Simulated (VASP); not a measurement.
BN, 4 atoms in the cell. Symmetry: P6_3/mmc, No. 194, hexagonal system. The conventional cell has a = 2.507 Å, b = 2.507 Å, c = 6.634 Å, α = 90.00°, β = 90.00°, γ = 120.00°. Around B (site symmetry -6m2) lie 3 N at 1.45 Å. N (site symmetry -6m2) is surrounded by 3 B at 1.45 Å. 

* Program: VASP 6.6.1
* Task: vibrations by finite differences
* Functional: PBE
* Dispersion: D3(BJ)
* Potentials or basis: VASP PAW PBE potentials, release 64 (B, N)
* Cutoff: 520 eV
* k mesh: 15 × 15 × 6
* Occupations: gaussian, width 0.02 eV
* Spin: no spin polarisation
* Further INCAR settings: ALGO = Normal; EDIFF = 1e-08; IBRION = 6; POTIM = 0.015; NSW = 1

Potentials or basis: VASP PAW PBE potentials, release 64 (B, N).

Run with:

```bash
$ cat potpaw_PBE.64/B/POTCAR potpaw_PBE.64/N/POTCAR > POTCAR
$ mpirun -np 4 vasp_std > vasp.out
```

Hardware: 4 MPI ranks on Intel(R) Xeon(R) Platinum 8488C (Sapphire Rapids) (shared host).

Q: Estimate the wall time of this run.

A: Run time: 120 s on 4 MPI ranks on Intel(R) Xeon(R) Platinum 8488C (Sapphire Rapids), on a shared host, peak memory 0.4 GiB a rank. Counts: scf iterations 86, k points 108.
